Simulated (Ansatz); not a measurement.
## GaP: phonons with PBE

**Experimental background.**

From “Stacking defects in GaP nanowires: Electronic structure and optical properties”, 2018, arxiv:1810.01194, for a bulk crystal of GaP at 10 K: band gap 2.34 eV (indirect).

The system is GaP.

```
CELL_PARAMETERS angstrom
0.00000 2.72525 2.72525
2.72525 0.00000 2.72525
2.72525 2.72525 0.00000
ATOMIC_POSITIONS crystal
Ga 0.00000 0.00000 0.00000
P 0.75000 0.75000 0.75000
```

* Program: Ansatz 0.2.0
* Task: phonons
* Functional: PBE
* Potentials or basis: Ansatz PAW
* Cutoff: 420 eV (not typed: the program's choice for these potentials)
* k mesh: 6 × 6 × 6
* Occupations: fixed
* Spin: no spin polarisation
* q mesh: 2 × 2 × 2
* Path: [["G", "X", "W", "K", "G", "L", "U", "W", "L", "K"], ["U", "X"]]
* Points for each segment of the path: 8

The band gap on the k mesh is 1.65 eV, indirect (least direct gap 1.83 eV). The electronic dielectric tensor (diagonal) is 10.37, the born charges (mean of the diagonal) is Ga +2.15; P -2.15 e and the highest phonon frequency, LO-TO splitting left out is 366 cm⁻¹. The static dielectric tensor (diagonal) is 12.41.

Levels at points of the mesh, in eV from the valence-band top:
| k point | band 6 | band 7 | band 8 | band 9 | band 10 | band 11 | band 12 | band 13 |
| --- | --- | --- | --- | --- | --- | --- | --- | --- |
| (0.00, 0.00, 0.00) | -12.49 | 0.00 | 0.00 | 0.00 | 1.83 | 3.88 | 3.88 | 3.88 |
| (0.00, 0.00, -0.50) | -10.43 | -6.64 | -1.12 | -1.12 | 1.67 | 4.71 | 4.71 | 8.28 |
| (0.00, -0.50, -0.50) | -9.53 | -6.76 | -2.69 | -2.69 | 1.65 | 1.82 | 10.57 | 10.57 |
| (-0.50, 0.00, 0.00) | -10.43 | -6.64 | -1.12 | -1.12 | 1.67 | 4.71 | 4.71 | 8.28 |
| (-0.50, 0.00, -0.50) | -9.53 | -6.76 | -2.69 | -2.69 | 1.65 | 1.82 | 10.57 | 10.57 |

Phonon frequencies in cm⁻¹ (negative: imaginary):
```
                q point            frequencies
  (0.000, 0.000, 0.000)      0 0 0 358 358 358
 (0.000, 0.000, -0.500)  77 77 231 356 356 366
(0.000, -0.500, -0.500)  99 99 249 356 356 361
```

Electronic dielectric tensor:
```
10.37  0.00  0.00
 0.00 10.37  0.00
 0.00  0.00 10.37
```

Born effective charge tensors (e):
atom 1, Ga
```
2.15 0.00 0.00
0.00 2.15 0.00
0.00 0.00 2.15
```
atom 2, P
```
-2.15  0.00  0.00
 0.00 -2.15  0.00
 0.00  0.00 -2.15
```

Static dielectric tensor, electrons and zone-centre modes:
```
12.41  0.00  0.00
 0.00 12.41  0.00
 0.00  0.00 12.41
```

Wall time 56 s on 2 threads of Intel(R) Xeon(R) Processor @ 2.50GHz (Skylake/Cascade Lake), on a shared host, peak memory 0.51 GiB.

Against the measured gap of GaP, 2.34 eV (indirect; 10 K; quoted in “Stacking defects in GaP nanowires: Electronic structure and optical properties”, 2018, arxiv:1810.01194), the calculated 1.65 eV is off by -0.69 eV. Spin-orbit coupling on Ga is left out. The value is that of PBE on a finite k mesh, which can miss the band edges, without temperature or zero-point motion. Semilocal functionals fall short of measured gaps as a rule.

Caveat: the q mesh is small, so phonon branches between its points and thermal values are rough.
